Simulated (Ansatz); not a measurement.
Starting structure, clean slab, lower planes held (NaCl, Fm-3m (No. 225), (1 1 1) face):

```
CELL_PARAMETERS angstrom
7.88494 0.00000 0.00000
-3.94247 6.82856 0.00000
0.00000 0.00000 20.82852
ATOMIC_POSITIONS crystal
Cl 0.16667 0.33333 0.38409
Cl 0.16667 0.83333 0.38409
Cl 0.66667 0.33333 0.38409
Cl 0.66667 0.83333 0.38409
Na 0.33333 0.16667 0.46136
Na 0.33333 0.66667 0.46136
Na 0.83333 0.16667 0.46136
Na 0.83333 0.66667 0.46136
Cl 0.50000 0.50000 0.53864
Cl 0.50000 0.00000 0.53864
Cl 0.00000 0.50000 0.53864
Cl 0.00000 0.00000 0.53864
Na 0.66667 0.33333 0.61591
Na 0.66667 0.83333 0.61591
Na 0.16667 0.33333 0.61591
Na 0.16667 0.83333 0.61591
```

Level of theory: DFT PBE+D3(BJ), scalar-relativistic, plane waves, PAW (Ansatz). Settings: cutoff 420 eV, Γ-centred mesh 2×2×1 on the computed 16-atom cell, Gaussian smearing of 0.05 eV; no spin polarisation. The cell repeats along c with a dipole correction in the vacuum.

Atoms 1, 2, 3, 4, 5, 6, 7, 8 (counted from 1) are held. The cell is fixed. Force threshold 0.03 eV/Å.

```tsv
step	E − E_final (eV)	largest force (eV/Å)
1	1.024	1.083
2	0.343	0.601
3	0.055	0.090
4	0.001	0.034
5	0.000	0.012
```

Q: What is the final structure?

A:
```yaml
crystal:
  lattice:
    - [7.88494, 0.00000, 0.00000]
    - [-3.94247, 6.82856, 0.00000]
    - [0.00000, 0.00000, 20.82852]
  atoms:
    - { symbol: Cl, position: [0.16667, 0.33333, 0.38409] }
    - { symbol: Cl, position: [0.16667, 0.83333, 0.38409] }
    - { symbol: Cl, position: [0.66667, 0.33333, 0.38409] }
    - { symbol: Cl, position: [0.66667, 0.83333, 0.38409] }
    - { symbol: Na, position: [0.33333, 0.16667, 0.46136] }
    - { symbol: Na, position: [0.33333, 0.66667, 0.46136] }
    - { symbol: Na, position: [0.83333, 0.16667, 0.46136] }
    - { symbol: Na, position: [0.83333, 0.66667, 0.46136] }
    - { symbol: Cl, position: [0.50000, 0.50000, 0.56717] }
    - { symbol: Cl, position: [0.50000, 0.00000, 0.56717] }
    - { symbol: Cl, position: [0.00000, 0.50000, 0.56717] }
    - { symbol: Cl, position: [0.00000, 0.00000, 0.56717] }
    - { symbol: Na, position: [0.66667, 0.33333, 0.62288] }
    - { symbol: Na, position: [0.66667, 0.83333, 0.62288] }
    - { symbol: Na, position: [0.16667, 0.33333, 0.62288] }
    - { symbol: Na, position: [0.16667, 0.83333, 0.62288] }
```

Charge leaks into the vacuum, so work functions can be off.